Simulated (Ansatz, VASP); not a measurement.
# C (C (Fd-3m)): VASP beside Ansatz

Wanted: the spread between two codes on one cell, functional and k mesh. The structure shown is the end of the Ansatz relaxation below.

Calculated with Ansatz 0.2.0; plane waves, with VASP 6.6.1 beside it; single point at HSE06.

## (1) Starting point

Symmetry: Fd-3m, No. 227, cubic system. The conventional cell has a = 3.545 Å, b = 3.545 Å, c = 3.545 Å, α = 90.00°, β = 90.00°, γ = 90.00°. C has 4 C at 1.54 Å nearest.

Structure file:

```cif
data_structure
_symmetry_space_group_name_H-M 'Fd-3m:1'
_symmetry_Int_Tables_number 227
_cell_length_a 3.5454
_cell_length_b 3.5454
_cell_length_c 3.5454
_cell_angle_alpha 90.000
_cell_angle_beta 90.000
_cell_angle_gamma 90.000
_cell_volume 44.56
loop_
_atom_site_label
_atom_site_type_symbol
_atom_site_symmetry_multiplicity
_atom_site_Wyckoff_symbol
_atom_site_fract_x
_atom_site_fract_y
_atom_site_fract_z
_atom_site_occupancy
C1 C 8 b 0.00000 0.00000 0.50000 1
```

## (2) Ansatz: relaxation, HSE06

Ansatz runs on its default PAW (the set named soft_2) files.

This run makes the geometry at which the two programs are then compared.

input.yaml

```yaml
crystal:
  lattice:
    - [0.0, 1.7769015, 1.7769015]
    - [1.7769015, 0.0, 1.7769015]
    - [1.7769015, 1.7769015, 0.0]
  atoms:
    - { symbol: C, position: [0.0, 0.0, 0.0] }
    - { symbol: C, position: [0.25, 0.25, 0.25] }
basis:
  ecutwfc: 420
  xc_grid: 2
hamiltonian:
  xc: hse06
kpoints:
  mp_grid: { grid: [10, 10, 10] }
scf:
  occupations: { method: fixed }
  max_iter: 100
relax:
  f_tol: 0.005
  max_steps: 60
  cell: {}
output:
  forces: true
  stress: true
checkpoint:
  write: "../cell.run"
  compress: false
  write_wavefunctions: false
  write_every: 100000
```

Started as:

```
> ansatz run input.yaml --threads 10 --pin off --max-ram 65945MiB --backend cpu --events-out ev --progress --plain --runs-dir out
```

Numbers of over 12 decimals in the logs are rounded to 6 here.

Log:

```text
Engine: ansatz 0.2.0, x86_64-unknown-linux-gnu
Pseudopotentials: kind: paw
Pseudopotential: C, paw, valence charge 4, recommended cutoff 420 eV (normal), C.paw.azcp
Functional definition: HSE06
  parameter a = 0.25
  parameter omega = 0.11/bohr
  exchange = pbe_x - a*pbe_x_sr(omega) + a*exact_x_sr(omega)
  correlation = pbe_c
davidson cushion auto → on  (no smearing: the cushion is to keep the highest requested band from converging to the state above it; pin scf.eigensolver.cushion to override)
Crystal: 2 atoms, lattice volume = 11.221 Å³
Basis set: ecut = 420 eV, 229 PW (Γ), exchange–correlation on 36×36×36 points (8 copies of the dense FFT grid, shifted against one another)
Bands: 8, of which v1, the nominal top of the filled ones, is band 4 counted from 1 (3 counted from 0)
Symmetry: 48 space group operations
Space group: Fd-3m (ITA 227), of the structure as read, at distance tolerance 2.2e-5 Å
k-points: 47 of 1000
Non-local potential: C, projectors of the file, l = 0: 2, l = 1: 2, l = 2: 1
PAW form: soft (Blöchl's): semilocal exchange-correlation on the pseudo side does not see the compensation charge
PAW frozen core: C, regenerated for the run's functional, and the local potential with it (the file was generated under x = pbe(κ = 0.804, μ = 0.219515), c = pbe(β = 0.066725))
PAW one-centre angular grid: C, 110 points (default); XC on 64 Gauss nodes
Initial density: superposition of atomic densities (neutral atoms: chi_scale 0, normalization atom), corrected by the library's trained network
Initial wavefunctions: pseudopotential atomic-orbital guess
Functional: x = pbe(κ = 0.804, μ = 0.219515), c = pbe(β = 0.066725), warm-up for x = pbe(κ = 0.804, μ = 0.219515) + 0.25 (exact − pbe) at short range (hse, ω = 0.207870 Å⁻¹), c = pbe(β = 0.066725); HSE06 as pw.x's `hse` composes it (authors' and Libxc's form: `xc: wpbeh`)
SCF iter   1: F=—  HF=-501.611799 eV  |F-HF|=—  |Δ(HF+E_count)|=         —  Δρ=1.65e-3  dr2=5.11e-5  ethr=1.77e-3  ⟨swp⟩=2.0  Hψ=2682  notcnv=0
preconditioner: auto → none  [insulator: Δε(μ)=4.206 eV  Ē_g=19.794 eV  n_scr=0 (ndim 8)  ℏωp=31.4 eV  f_vac=0.000]
SCF iter   2: F=-501.612030 eV  HF=-501.611969 eV  |F-HF|=6.07e-5  |Δ(HF+E_count)|=   1.70e-4  Δρ=8.33e-4  dr2=1.16e-5  ethr=6.39e-7  ⟨swp⟩=3.0  Hψ=1111  notcnv=0
SCF 1 stopped early in 2 iterations: F = -501.612030 eV  dr2 = 1.16e-5
  greatest PAW one-centre occupation: 0.646 electrons in one spin orbital (limit 2), on the C atom at site 1 (counted from 0), in its partial waves of l = 0
Initial density: handed on by an earlier stage of this run
Initial wavefunctions: those handed on with the density
Functional: x = pbe(κ = 0.804, μ = 0.219515) + 0.25 (exact − pbe) at short range (hse, ω = 0.207870 Å⁻¹), c = pbe(β = 0.066725); HSE06 as pw.x's `hse` composes it (authors' and Libxc's form: `xc: wpbeh`)
Exchange kernel: α = 0.2500, screened, ω = 0.2079 Å⁻¹, Wigner–Seitz truncation, v(0) = 1046.7842 eV·Å³, q-mesh 10×10×10, nearest image of the exchange supercell L = 25.13 Å, pair-density grid 12×12×12, without the augmentation charges, whose exchange is taken in its separable form by FFT convolution over the k-point mesh (sized by the pseudopotential files, 15×15×15 at the most), smooth part of the exact exchange by density-matrix convolution
Frozen-core exchange: fock
SCF iter   1: F=—  HF=-501.767421 eV  |F-HF|=—  |Δ(HF+E_count)|=         —  Δρ=9.98e-3  dr2=4.66e-3  ethr=1.45e-6  ⟨swp⟩=5.3  Hψ=1942  notcnv=0
preconditioner: auto → none  [insulator: Δε(μ)=5.284 eV  Ē_g=22.368 eV  n_scr=0 (ndim 8)  ℏωp=31.4 eV  f_vac=0.000]
SCF iter   2: F=—  HF=-501.765598 eV  |F-HF|=—  |Δ(HF+E_count)|=   1.82e-3  Δρ=4.22e-3  dr2=7.40e-4  ethr=1.45e-6  ⟨swp⟩=3.0  Hψ=1316  notcnv=0
SCF iter   3: F=—  HF=-501.767092 eV  |F-HF|=—  |Δ(HF+E_count)|=   1.49e-3  Δρ=8.92e-4  dr2=2.63e-5  ethr=1.45e-6  ⟨swp⟩=3.0  Hψ=1276  notcnv=0
iter 4 solved again at ethr=1.00e-8 eV; its pass at ethr=3.06e-7 eV (dr2=8.03e-7 eV) is discarded
SCF iter   4: F=—  HF=-501.767083 eV  |F-HF|=—  |Δ(HF+E_count)|=   9.69e-6  Δρ=1.53e-4  dr2=2.12e-6  ethr=1.00e-8  ⟨swp⟩=2.0  Hψ=1880  notcnv=0
SCF iter   5: F=-501.767095 eV  HF=-501.767095 eV  |F-HF|=2.06e-7  |Δ(HF+E_count)|=   1.28e-5  Δρ=7.33e-5  dr2=3.84e-7  ethr=9.85e-9  ⟨swp⟩=3.1  Hψ=1278  notcnv=0
SCF 2 stopped early in 5 iterations: F = -501.767095 eV  dr2 = 3.84e-7
  greatest PAW one-centre occupation: 0.649 electrons in one spin orbital (limit 2), on the C atom at site 1 (counted from 0), in its partial waves of l = 0
hybrid outer 1: dexx = +1.987e-3 eV, tail = 9.69e-6 eV
[...]
SCF 10 converged in 2 iterations: F = -501.767998 eV  dr2 = 2.02e-13
  Residual-converged pass: ⟨swp⟩=3.0  Hψ=940  notcnv=0  max |occ|·‖R‖ = 8.7e-9 eV (tolerance 1.0e-8 eV)  dr2=2.05e-13  dr2_onsite=7.42e-15  max |Δocc| = 0.0e0
hybrid outer 2: dexx = +1.087e-12 eV, tail = 4.41e-13 eV, Δε = 3.24e-6 eV (about 2.66e-7 eV left of the loop's levels)
relax step   4: F+E_penalty+E_count = -501.76799782 eV  Δ(F+E_penalty+E_count) = +3.553e-4 eV  max|allowed force component| = 2.197e-16 eV/Å  Δτ_max = 0.0000 Å  P = -0.052 GPa  Ω = 11.142 Å³  stress off target by 5.18e-2 GPa  SCF on the basis re-selected at this cell (its energy is not comparable with the rows above)  (7 SCF iters)
[...]
relax step   5: F+E_penalty+E_count = -501.76800426 eV  Δ(F+E_penalty+E_count) = -6.442e-6 eV  max|allowed force component| = 2.267e-16 eV/Å  Δτ_max = 0.0000 Å  P = +0.001 GPa  Ω = 11.141 Å³  energy of the carried Pulay correction = +6.245e-6 eV  (6 SCF iters, accepted)
[...]
relax step   6: F+E_penalty+E_count = -501.76800426 eV  Δ(F+E_penalty+E_count) = -8.424e-11 eV  max|allowed force component| = 1.156e-16 eV/Å  Δτ_max = 0.0000 Å  P = -0.000 GPa  Ω = 11.141 Å³  stress off target by 4.54e-4 GPa  SCF on the basis re-selected at this cell (its energy is not comparable with the rows above)  (4 SCF iters)
basis re-selected at this cell: Δ(F+E_penalty+E_count) = -8.424e-11 eV, ΔP = -0.001 GPa vs the last step (what re-selecting the basis moved, of the pressure what is left beyond the Pulay correction that the steps carried, after the strain that the cell walked since its last selection, with what the two solves' SCF thresholds leave and, on support functions, any second-order correction that the steps lacked; it is no  [...]
hybrid SCF converged: 2 outer / 4 inner (+0 warm-up), last move |dexx| = 1.42e-14 eV, tail = 5.85e-13 eV
Stability not checked: this state was not tested for a lower state beside it, because the functional holds exact exchange (a hybrid, or Hartree-Fock), whose exchange loop this test does not read (fock_operator; see scf.lower_state_search)
Free energy (F): -501.768004 eV
Frozen-core exchange: fock
Harris-Foulkes:  -501.768004 eV  (|F-HF|=0.00e0)
Internal energy: -501.768004 eV  (E = F + TS)
E sigma→0 (E₀):  -501.768004 eV
Fermi energy:    13.020665 eV
--- Per-component energies (eV) ---
  E_band       = 24.476351
  E_kinetic    = 185.278597
  E_local      = -119.364447  (includes V_loc(G=0)·N_el)
  E_nonlocal   = 52.464348
  E_hartree    = 26.214409
  E_xc         = -79.171199
  E_vxc        = -97.296094  (∫ρ·V_xc dr)
  E_exx        = -18.397854  (= α·E_x^exact, valence–valence)
  E_paw        = -198.700825  (= ΣΔE_a)
  E_vpaw       = -12.239181  (= ΣTr[D̂ρ^β])
  E_aug_tail   = 0.000015  (compensation charges beyond the density's cutoff)
  E_ewald      = -350.056612
  E_core_change = -0.034436  (= ΣΔE_core)
  E_smearing   = -0.000000  (= −TS)
  E_closure    = 0.000000  (closes the sum)
  Σ components = -501.768004   (vs F -501.768004, Δ=0.00e0)
--- Forces (eV/Å), atoms counted from 1 ---
  atom   1  C      0.00000000     0.00000000    -0.00000000
  atom   2  C     -0.00000000     0.00000000     0.00000000
  max |Σ_I F_I| component: 9.71e-17 eV/Å
--- Stress (GPa, compression-positive) ---
       -0.000454       0.000000      -0.000000
        0.000000      -0.000454      -0.000000
       -0.000000      -0.000000      -0.000454
  P = ⅓ Tr σ = -0.0005 GPa (-0.005 kbar)
--- Band table (eV; the first three rows and the last of 47) ---
  k-point 0: bands = ["-10.7642", "13.0207", "13.0207", "13.0207", "20.0528", "20.0528"]
  k-point 1: bands = ["-10.4612", "11.1969", "12.5389", "12.5389", "20.6921", "20.6921"]
  k-point 2: bands = ["-9.5575", "7.6285", "11.5697", "11.5697", "21.9355", "21.9355"]
  k-point 46: bands = ["-0.4272", "-0.4272", "4.0370", "4.0370", "23.9831", "23.9831"]
  guard bands above this table: 2 of the run's 8 bands. The solve was not asked for them (output.publish_guard_bands: true or output.eigenvalues: true publishes all)
--- Relaxed structure (4 steps of the walk, 4 accepted, 2 SCFs on fresh bases) ---
  F+E_penalty+E_count = -501.76800426 eV   max|allowed force component| = 1.156e-16 eV/Å   (the final SCF, on the basis selected at the relaxed cell)
  cell:  # Å, volume = 11.1412 Å³
    - [0, 1.772696, 1.772696]
    - [1.772696, 0, 1.772696]
    - [1.772696, 1.772696, 0]
  atoms:
    - { symbol: C, position: [0, 0, 0] }
    - { symbol: C, position: [0.25, 0.25, 0.25] }
```

In the SCF lines HF is the Harris–Foulkes energy and dr2 the Hartree energy of the density residual, in eV; the loop may stop once dr2 is under the threshold and the program's other checks hold. Hψ counts applications of the Hamiltonian.

## (3) VASP: single point, HSE06

The same cell, functional and mesh now go to VASP, with its own data sets.

Lines of VASP's logs that name or quote its potential files are left out, and so is its time.

The run reads the wave functions of an earlier VASP run, which isn't shown here.

INCAR

```
SYSTEM = C
PREC = Accurate
ENCUT = 520
EDIFF = 1E-06
NELM = 100
ISMEAR = 0
SIGMA = 0.01
LREAL = .FALSE.
ALGO = Normal
LHFCALC = .TRUE.
AEXX = 0.25
GGA = PE
HFSCREEN = 0.208
LASPH = .TRUE.
NBANDS = 10
PRECFOCK = Fast
LORBIT = 11
LWAVE = .FALSE.
LCHARG = .FALSE.
KPAR = 8
ISIF = 2
```

POSCAR

```
C
1.0
    0.0000000000      1.7726957179      1.7726957179
    1.7726957179      0.0000000000      1.7726957179
    1.7726957179      1.7726957179      0.0000000000
C
2
Direct
    0.0000000000      0.0000000000      0.0000000000
    0.2500000000      0.2500000000      0.2500000000
```

KPOINTS

```
Automatic mesh
0
Gamma
10 10 10
0 0 0
```

The projector-augmented-wave data sets are C (PBE family, release 64).

Started as:

```
> mpirun -np 8 vasp_std
```

Log:

```text
[banner, memory and clock lines left out]
running    8 mpi-ranks, on    1 nodes
 distrk:  each k-point on    1 cores,    8 groups
 distr:  one band on    1 cores,    1 groups

 POSCAR found type information on POSCAR C
 POSCAR found :  1 types and       2 ions
|                                                                             |
|           W    W    AA    RRRRR   N    N  II  N    N   GGGG   !!!           |
|           W    W   A  A   R    R  NN   N  II  NN   N  G    G  !!!           |
|           W    W  A    A  R    R  N N  N  II  N N  N  G       !!!           |
|           W WW W  AAAAAA  RRRRR   N  N N  II  N  N N  G  GGG   !            |
|           WW  WW  A    A  R   R   N   NN  II  N   NN  G    G                |
|           W    W  A    A  R    R  N    N  II  N    N   GGGG   !!!           |
|                                                                             |
|     For optimal performance we recommend to set                             |
|       NCORE = 2 up to number-of-cores-per-socket                            |
|     NCORE specifies how many cores store one orbital (NPAR=cpu/NCORE).      |
|     This setting can greatly improve the performance of VASP for DFT.       |
|     The default, NCORE=1 might be grossly inefficient on modern             |
|     multi-core architectures or massively parallel machines. Do your        |
|     Unfortunately you need to use the default for GW and RPA                |
|     calculations (for HF NCORE is supported but not extensively tested      |
|     yet).                                                                   |
|                                                                             |

 LDA part: xc-table for (Slater+PW92), standard interpolation
 found WAVECAR, reading the header
 POSCAR, INCAR and KPOINTS ok, starting setup
 FFT: planning ... GRIDC
 FFT: planning ... GRID_SOFT
 FFT: planning ... GRID
 reading WAVECAR
 the WAVECAR file was read successfully
 initial charge from wavefunction
 entering main loop
       N       E                     dE             d eps       ncg     rms          rms(c)
DAV:   1    -0.210528840458E+02   -0.21053E+02   -0.28029E-01   980   0.414E+00    0.717E-01
DAV:   2    -0.210532364083E+02   -0.35236E-03   -0.13872E-03  1046   0.318E-01    0.447E-01
DAV:   3    -0.210526961201E+02    0.54029E-03   -0.34860E-04  1010   0.154E-01    0.242E-01
DAV:   4    -0.210525523664E+02    0.14375E-03   -0.10337E-04   966   0.876E-02    0.131E-01
DAV:   5    -0.210525119898E+02    0.40377E-04   -0.25524E-05   982   0.441E-02    0.703E-02
DAV:   6    -0.210525002455E+02    0.11744E-04   -0.61890E-06  1008   0.222E-02    0.377E-02
DAV:   7    -0.210524967498E+02    0.34958E-05   -0.15569E-06   896   0.115E-02    0.203E-02
DAV:   8    -0.210524958153E+02    0.93445E-06   -0.33517E-07   476   0.553E-03
   1 F= -.21052496E+02 E0= -.21052496E+02  d E =-.562937E-25
```

OUTCAR, selected parts (step 3):

```text
ion  position               nearest neighbor table
   1  0.000  0.000  0.000-   2 1.54   2 1.54   2 1.54   2 1.54
   2  0.250  0.250  0.250-   1 1.54   1 1.54   1 1.54   1 1.54

  LATTYP: Found a face centered cubic cell.
 ALAT       =     3.5453914358

 Subroutine GETGRP returns: Found 48 space group operations
 (whereof 24 operations were pure point group operations)

The static configuration has the point symmetry T_d .
 The point group associated with its full space group is O_h .

 Found     47 irreducible k-points:

   k-points           NKPTS =     47   k-points in BZ     NKDIM =   1000   number of bands    NBANDS=     10

   dimension x,y,z NGX =    20 NGY =   20 NGZ =   20
   dimension x,y,z NGXF=    40 NGYF=   40 NGZF=   40

   ENCUT  =  520.0 eV  38.22 Ry    6.18 a.u.   4.66  4.66  4.66*2*pi/ulx,y,z

   NELECT =       8.0000    total number of electrons

 k-points in reciprocal lattice and weights: Automatic mesh
   0.00000000  0.00000000  0.00000000       0.001
   0.10000000  0.00000000  0.00000000       0.008
   0.20000000  0.00000000  0.00000000       0.008
   0.30000000  0.00000000  0.00000000       0.008
   0.40000000  0.00000000  0.00000000       0.008
   0.50000000  0.00000000  0.00000000       0.004
   0.10000000  0.10000000  0.00000000       0.006
   0.20000000  0.10000000  0.00000000       0.024
   0.30000000  0.10000000  0.00000000       0.024
[...]
-0.30000000  0.40000000  0.20000000       0.024
  -0.30000000  0.50000000  0.20000000       0.012

  exchange ACFDT corr.  =         0.00000000  see jH, gK, PRB 81, 115126

 average (electrostatic) potential at core
       1 -41.3813       2 -41.3813

 E-fermi :   9.4412

 k-point     1 :       0.0000    0.0000    0.0000
  band No.  band energies     occupation
      1     -14.4194      2.00000
      2       9.3726      2.00000
      3       9.3726      2.00000
      4       9.3726      2.00000
      5      16.3969      0.00000
      6      16.3969      0.00000
      7      16.3969      0.00000
      8      25.0674      0.00000
      9      30.4615      0.00000
    ...

 k-point     2 :       0.1000    0.0000    0.0000
  band No.  band energies     occupation
      1     -14.1162      2.00000
      2       7.5485      2.00000
      3       8.8908      2.00000
      4       8.8908      2.00000
      5      17.0362      0.00000
      6      17.0362      0.00000
      7      17.3941      0.00000
      8      25.3047      0.00000
      9      30.9709      0.00000
    ...

 k-point     3 :       0.2000    0.0000    0.0000
  band No.  band energies     occupation
      1     -13.2119      2.00000
      2       3.9791      2.00000
      3       7.9224      2.00000
      4       7.9224      2.00000
      5      18.2805      0.00000
      6      18.2805      0.00000
      7      18.7175      0.00000
      8      25.9455      0.00000
      9      31.8497      0.00000
    ...

  Total        0.0658914      0.0658914      0.0658914      0.0000000      0.0000000      0.0000000
  in kB        9.4756059      9.4756059      9.4756059      0.0000000      0.0000000      0.0000000
  external PRESSURE =       9.4756059 kB  Pullay stress =       0.0000000 kB

  energy-cutoff  :      520.00
  volume of cell :       11.14
      direct lattice vectors                 reciprocal lattice vectors
     0.000000000  1.772695718  1.772695718    -0.282056303  0.282056303  0.282056303
     1.772695718  0.000000000  1.772695718     0.282056303 -0.282056303  0.282056303
     1.772695718  1.772695718  0.000000000     0.282056303  0.282056303 -0.282056303

 POSITION                                       TOTAL-FORCE (eV/Angst)
 -----------------------------------------------------------------------------------
      0.00000      0.00000      0.00000        -0.000000      0.000000     -0.000000
      0.88635      0.88635      0.88635         0.000000     -0.000000      0.000000
 -----------------------------------------------------------------------------------
    total drift:                                0.000000     -0.000000      0.000000

  FREE ENERGIE OF THE ION-ELECTRON SYSTEM (eV)
  ---------------------------------------------------
  free  energy   TOTEN  =       -21.0524958153 eV

  energy  without entropy=      -21.0524958153  energy(sigma->0) =      -21.05249582

 total charge
# of ion       s       p       d       tot
------------------------------------------
    1        0.837   1.761   0.000   2.598
    2        0.837   1.761   0.000   2.598
--------------------------------------------------
tot          1.674   3.522   0.000   5.196

[... 3 further parts left out ...]
```

The run ends at a pressure of 0.95 GPa.

## (4) Differences

Known differences besides the potentials themselves: exact exchange at q = 0 is treated differently, which shows on coarse meshes; VASP keeps PBE cores, Ansatz makes them for the functional; fixed occupations in Ansatz, narrow Gaussian smearing in VASP; the cutoff is 420 eV in Ansatz and 520 eV in VASP; Ansatz's pressure holds a Pulay correction, VASP's none; VASP takes a coarser grid for exact exchange (PRECFOCK = Fast). Total energies have different zeros and are not compared.

Compared:

```
              quantity  Ansatz   VASP  difference
        pressure (GPa)    0.00   0.95       -0.95
gap on the k mesh (eV)   5.363  5.352      +0.010
```

A gap on the mesh is an upper bound, since the band edges may lie between its points.

## (5) Outcome

| Item | Value |
| --- | --- |
| difference in gap on the k mesh (single point, HSE06) | 0.010 eV |
| difference in pressure (single point, HSE06) | -0.95 GPa |

In words: The difference in pressure is -0.95 GPa (single point, HSE06), within the 1 GPa picked in this series as the mark of a large difference. 1 further run of this series is not shown here. Such differences can come from data sets, numerical settings and the points named under the comparisons, not from the functional's error against experiment.

[Lines on the potential files, build, host, timing and source positions are cut from VASP's logs without a mark.]

[Logs are printed without paths, hosts, clocks, repeated set-up lines and the standing remarks that a program may print on its own settings, such as how far it seeks lower states.]

[Hosts, paths, dates, database ids (printed as entryN), source tags and the programs' standing remarks are cut or masked in the printed files.]
